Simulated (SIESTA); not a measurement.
Crystal: TaN.

```
Ta N
1.0
     0.00000    2.21132    2.21132
     2.21132    0.00000    2.21132
     2.21132    2.21132    0.00000
Ta N
1 1
Cartesian
  2.2113 2.2113 2.2113
  0.0000 0.0000 0.0000
```

The cell comes from a database or a generator and needn't be the stable form of this composition.

Program: SIESTA 5.4.2. Alike in all runs: no spin polarisation; cell as given; k mesh 10 × 10 × 10; smearing fermi-dirac 0.05 eV; grid cutoff 800 Ry; energy shift 0.003 Ry.

Order these runs on this cell by their pressure, lowest first.
A. level PBE+U; potentials or basis PseudoDojo 0.4 standard (PBE files), DZP (energy shift 0.003 Ry; two zetas on semicore shells); U Ta d U = 8 eV; hubbard projector method 1; U from the first cycle yes; broadening (eV) 0.1 eV; window from (eV) -25 eV; window to (eV) 5 eV
B. level PBE+U; potentials or basis PseudoDojo 0.4 standard (PBE files), DZP (energy shift 0.003 Ry; two zetas on semicore shells); U Ta d U = 4 eV; hubbard projector method 1; U from the first cycle yes; broadening (eV) 0.1 eV; window from (eV) -25 eV; window to (eV) 5 eV
C. level PBE; potentials or basis PseudoDojo 0.4 standard (PBE files), TZDP (energy shift 0.003 Ry; two zetas on semicore shells)
D. level PBE; potentials or basis PseudoDojo 0.4 standard (PBE files), DZP (energy shift 0.003 Ry; two zetas on semicore shells); hubbard projector method 1; U from the first cycle yes; broadening (eV) 0.1 eV; window from (eV) -25 eV; window to (eV) 5 eV

C (1.9 GPa), D (5.1 GPa), B (7.5 GPa), A (10.4 GPa).

Caveats: short orbitals over semicore shells can move pressures by several GPa; the basis of atomic orbitals isn't converged, which shifts pressures, moduli and gaps; U without spin polarisation on a metal has little footing (some runs).
